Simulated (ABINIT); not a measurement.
Crystal: Ca.

```
Ca
1.0
    -2.20520    2.20520    2.19611
     2.20520   -2.20520    2.19611
     2.20520    2.20520   -2.19611
Ca
1
Direct
  0.50000 0.50000 0.00000
```

This isn't the form of Ca at room conditions, which is fcc.

- Program: ABINIT 10.8.3 (patched build)
- Task: single point
- Functional: PBE
- Potentials or basis: JTH PAW PBE v2.0
- Cutoff: 517 eV
- k mesh: 9 × 9 × 9
- Occupations: fermi-dirac, width 0.05 eV
- Spin: no spin polarisation

On this cell: pressure -0.4 GPa; band gap on the k mesh none (metal or under the smearing width).

The same run follows on a disturbed copy (cell strained at random at fixed volume):

```
Ca
1.0
    -2.20381    2.16290    2.16035
     2.21237   -2.21105    2.21730
     2.22688    2.23412   -2.20869
Ca
1
Cartesian
  -0.0351 -0.0121 2.2049
```

**Question.** What does the disturbed cell give?

**Answer.** The energy (extrapolated to zero smearing) moves by +0.4 meV/atom; pressure -0.4 GPa; band gap on the k mesh none (metal or under the smearing width).

Stress tensor (GPa, compression positive):
```
-0.34 -0.12 -0.05
-0.12 -0.39  0.21
-0.05  0.21 -0.38
```
